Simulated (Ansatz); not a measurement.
Sr under changes of volume

One of the cells (56.319 Å³/atom); the others are scaled copies at fixed shape and fractional positions:

```xyz
1
Lattice="0.0000 3.0423 3.0423 3.0423 0.0000 3.0423 3.0423 3.0423 0.0000" Properties=species:S:1:pos:R:3 pbc="T T T"
Sr    0.0000    0.0000    0.0000
```

| Quantity | Value |
| --- | --- |
| Program | Ansatz 0.2.0 |
| Functional | PBEsol |
| Potentials or basis | Ansatz PAW |
| Cutoff | 420 eV (not typed: the program's choice for these potentials) |
| k mesh | 8 × 8 × 8 |
| Occupations | fermi-dirac, width 0.05 eV |
| Spin | no spin polarisation |

```tsv
volume (Å³/atom)	energy over the lowest point (meV/atom)	pressure (GPa)
52.940	0.00	-0.3
54.067	2.93	-0.5
55.193	7.44	-0.7
56.319	13.37	-0.9
57.446	20.58	-1.1
58.572	?	?
59.698	38.35	-1.4
```

Task: What does the run at 58.572 Å³/atom give?

Result: Energy over the lowest point 28.95 meV/atom; pressure -1.2 GPa.

Worked out: A Birch-Murnaghan fit of order 3 (a polynomial in V^(-2/3)) to the other rows has its minimum at 51.67 Å³/atom, just outside them, with B0 = V·E''(V) = 12.8 GPa and B' = 3.8. It gives 28.95 meV/atom at 58.572 Å³/atom, against the run's 28.95, and -dE/dV = -1.3 GPa, against -1.2.

Energies are extrapolated to zero smearing.

Caveats: the PAW data sets come from PBE, with cores solved anew for the run's functional, which leaves a small shift of forces and pressure.
